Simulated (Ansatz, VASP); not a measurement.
# Two plane-wave programs on HfO2

Contents of INCAR:

```
ALGO     = Normal         # electronic algorithm
EDIFF    = 1E-7           # SCF threshold, eV
EDIFFG   = -0.01          # ionic threshold
ENCUT    = 600            # plane-wave cutoff, eV
GGA      = PS             # functional
IBRION   = 2              # ionic algorithm
ISIF     = 3              # what is computed and relaxed
ISMEAR   = -1             # smearing method
IVDW     = 13             # dispersion correction
LASPH    = True           # aspherical terms in the spheres
LCHARG   = False          # write CHGCAR
LREAL    = False          # projectors in reciprocal space
LWAVE    = False          # write WAVECAR
NELM     = 100            # most SCF steps
NSW      = 60             # ionic steps
PREC     = Accurate       # precision mode
SIGMA    = 0.05           # smearing width, eV
```

Contents of KPOINTS:

```
k-points
0
Gamma
  9 9 9
```

File POSCAR:

```
HfO2
1.0
    0.0000000000      2.5575000000      2.5575000000
    2.5575000000      0.0000000000      2.5575000000
    2.5575000000      2.5575000000      0.0000000000
Hf O
1 2
Direct
    0.0000000000      0.0000000000      0.0000000000
    0.7500000000      0.7500000000      0.7500000000
    0.2500000000      0.2500000000      0.2500000000
```

The input input.yaml:

```yaml
crystal:
  lattice:
    - [0.0, 2.5575, 2.5575]
    - [2.5575, 0.0, 2.5575]
    - [2.5575, 2.5575, 0.0]
  atoms:
    - { symbol: Hf, position: [0.0, 0.0, 0.0] }
    - { symbol: O, position: [0.75, 0.75, 0.75] }
    - { symbol: O, position: [0.25, 0.25, 0.25] }
hamiltonian:
  xc: pbesol
  pseudopotentials: { kind: paw }
  dispersion: d4
kpoints:
  mp_grid: { grid: [9, 9, 9] }
scf:
  occupations: { method: fermi_dirac, width: 0.05 }
output:
  forces: true
  stress: true
  eigenvalues: true
  write_density: true
  write_potential: true
  elf: true
  volumetric_format: npy
relax:
  f_tol: 0.01
  max_steps: 40
  cell: { stress_tol: 0.05 }
```

Measurements of this composition are mostly on another form, of space group No. 14.

Alike in both runs: task relaxation of cell and atoms; functional PBEsol; dispersion D4; k mesh 9 × 9 × 9; occupations fermi-dirac, width 0.05 eV; no spin polarisation.

|  | VASP | Ansatz |
| --- | --- | --- |
| version | VASP 6.6.1 | Ansatz 0.2.0 |
| potentials or method | VASP PAW PBE potentials, release 64 (Hf_pv, O) | Ansatz PAW |
| plane-wave cutoff (eV) | 600 | 420 |
| valence electrons in the cell | 22 | 38 |

VASP gave:

| Item | Value |
| --- | --- |
| gap on the k mesh at the Fermi level, each at its own relaxed structure (eV) | 3.89 |
| relaxed volume (Å³/atom) | 10.46 |
| relaxed cell length with the largest relative difference (Å) | 3.540 |
| energy change over the relaxation (meV/atom) | -36 |

Q: Estimate Ansatz's values.

A: gap on the k mesh at the Fermi level, each at its own relaxed structure (eV): 3.82; relaxed volume (Å³/atom): 10.62; relaxed cell length with the largest relative difference (Å): 3.558; energy change over the relaxation (meV/atom): -21.

One of these differences is far larger than is usual between the two programs; its cause wasn't traced. The two sets of potentials don't hold the same shells in valence.

Caveats: spin-orbit coupling is left out, which moves the levels of the heavy elements; the PAW data sets were made with another functional, which shifts forces and pressure a little (VASP); an odd mesh through Γ misses points on the zone boundary, where band edges often lie (VASP); odd divisions of the mesh miss points on the zone boundary, where band edges often lie, so the gap on the mesh can be too wide (Ansatz); the plane-wave basis is chosen anew once the cell has moved, so the energies of steps on either side of that aren't comparable (Ansatz); the pressure holds a Pulay correction of +1.0 GPa for the finite cutoff (Ansatz); the PAW data sets come from PBE, with cores solved anew for the run's functional, which leaves a small shift of forces and pressure (Ansatz). PBEsol gaps usually lie below the measured ones, often by a third to a half.
